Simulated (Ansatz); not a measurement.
Write the native input for Ansatz 0.2.0 that does the following.

* Task: single point
* Functional: PBE
* Potentials or basis: Ansatz PAW
* Cutoff: 420 eV (not typed: the program's choice for these potentials)
* k mesh: 10 × 10 × 10
* Occupations: gaussian, width 0.022 eV
* Spin: no spin polarisation

The system is WC.

```
W C
1.0
     0.00000    2.19268    2.19268
     2.19268    0.00000    2.19268
     2.19268    2.19268    0.00000
W C
1 1
Cartesian
  0.0000 0.0000 0.0000
  2.1927 2.1927 2.1927
```

Measurements of this composition are mostly on another form, of space group No. 187.

One way to write it, as run:

input.yaml

```yaml
crystal:
  lattice:
    - [0.0, 2.192684, 2.192684]
    - [2.192684, 0.0, 2.192684]
    - [2.192684, 2.192684, 0.0]
  atoms:
    - { symbol: W, position: [0.0, 0.0, 0.0] }
    - { symbol: C, position: [0.5, 0.5, 0.5] }
hamiltonian:
  xc: pbe
  pseudopotentials: { kind: paw }
kpoints:
  mp_grid: { grid: [10, 10, 10] }
scf:
  occupations: { method: gaussian, width: 0.022 }
output:
  forces: true
  stress: true
  eigenvalues: true
```

Potentials or basis: Ansatz PAW.

The run is started by

```bash
$ ansatz run input.yaml --threads 2 --pin off --max-ram 5632MiB --backend cpu --events-out ev --progress --plain --runs-dir out
```

It gave:

```yaml
Pressure: -1.5 GPa
Band_gap_on_the_k_mesh: none (metal or under the smearing width)
```

Caveat: the pressure holds a Pulay correction of +0.3 GPa for the finite cutoff.

Run time: 0.94 s on 2 threads of Arm Neoverse V1, with other jobs on the host, peak memory 0.28 GiB.
